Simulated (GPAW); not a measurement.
## I: dielectric tensor with PBE

I:

```
I
1.0
     3.63503   -2.39502    0.00000
     3.63503    2.39502    0.00000
     0.00000    0.00000    9.49964
I
4
Direct
  0.64930 0.35070 0.38440
  0.14930 0.85070 0.11560
  0.35070 0.64930 0.61560
  0.85070 0.14930 0.88440
```

```json
{"Program": "GPAW 26.7.0", "Task": "dielectric tensor", "Functional": "PBE", "Potentials or basis": "GPAW PAW data sets (gpaw-data 1.2.1)", "Cutoff": "400 eV", "Basis": "pw", "k mesh": "6 × 6 × 3", "Occupations": "fermi-dirac, width 0.001 eV", "Spin": "no spin polarisation", "Response ecut": "80 eV", "Maxiter": "150", "Response k mesh": "8 × 8 × 4", "Response bands": "54", "Kernels": "[\"RPA\"]", "Coarser k mesh": "8 × 8 × 4"}
```

The band gap on the k mesh is 1.52 eV, indirect (least direct gap 1.70 eV) and the electronic dielectric tensor (diagonal) is 3.08, 6.68, 11.64.

Electronic dielectric tensor:
```
 3.08  0.00  0.00
 0.00  6.68  0.00
 0.00  0.00 11.64
```

It took 4.7 min on 1 thread of AMD EPYC 7R43 64-Core Processor (Zen 3), with other jobs on the host, peak memory 0.61 GiB.

Caveat: the long-wavelength limit can be off by a per cent or two; spin-orbit coupling is left out, which moves the levels of the heavy elements. A k mesh can miss the band edges.
